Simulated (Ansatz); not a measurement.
Runs of Ansatz 0.2.0 on Nb. It takes space group Im-3m (No. 229, cubic). Conventional cell: a = 3.328 Å, b = 3.328 Å, c = 3.328 Å, α = 90.00°, β = 90.00°, γ = 90.00°. Nb (site symmetry m-3m) is surrounded by 8 Nb at 2.88 Å. 

| level | gap on the mesh (eV) | pressure (GPa) |
| --- | --- | --- |
| LDA | none | -14.8 |
| PBE0 | none | -9.3 |
| BLYP | none | (a) |
| PBEsol | none | (b) |
| revPBE | none | -3.2 |

Alike in all rows: task projected density of states; potentials or basis Ansatz PAW; no spin polarisation; cell as given; k mesh 6 × 6 × 6; cutoff (eV) 420; smearing fermi-dirac 0.05 eV; the mesh is coarse, so values aren't converged.

Q: Estimate the missing entries.

A: (a) 1.0; (b) -11.1.

Caveats: all runs use coarse meshes; the PAW data sets come from PBE, with cores solved anew for the run's functional, which leaves a small shift of forces and pressure; the thresholds are loose for stress (some runs).

A k mesh can miss the band edges, and the runs leave out spin-orbit coupling on Nb.

A gap of «none» marks a metal or a gap under the smearing width.

Runs at the PBE level aren't shown here.
